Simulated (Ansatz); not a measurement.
**Ge: equation of state with PBEsol**

Crystal: Ge.

```
CELL_PARAMETERS angstrom
1.48805 -2.59469 0.00000
1.48805 2.59469 0.00000
0.00000 0.00000 4.72760
ATOMIC_POSITIONS crystal
Ge 0.33345 0.66655 0.25000
Ge 0.66655 0.33345 0.75000
```

This isn't the form of Ge at room conditions, which is diamond.

* Program: Ansatz 0.2.0
* Task: equation of state
* Functional: PBEsol
* Potentials or basis: Ansatz PAW
* Cutoff: 420 eV
* Density cutoff: 1680 eV
* k mesh: 10 × 10 × 6
* Occupations: fermi-dirac, width 0.05 eV
* Spin: no spin polarisation

| Item | Value |
| --- | --- |
| Equilibrium volume | 18.37 Å³/atom |
| Bulk modulus at fixed shape and positions | 77 GPa |
| Pressure derivative of the bulk modulus | 4.2 |

Energy against volume, from the lowest point:
| volume (Å³/atom) | energy (meV/atom) |
| --- | --- |
| 17.158 | 21.36 |
| 17.523 | 9.96 |
| 17.888 | 2.99 |
| 18.253 | 0.00 |
| 18.618 | 0.60 |
| 18.984 | 4.44 |
| 19.349 | 11.19 |

All runs of the series together: 10 s on 2 threads of Intel(R) Xeon(R) 6975P-C (Granite Rapids), with other jobs on the host.

Caveat: the cell was scaled at fixed shape and fractional positions, which overstates the stiffness of a crystal with free parameters, most of all of layers and chains.
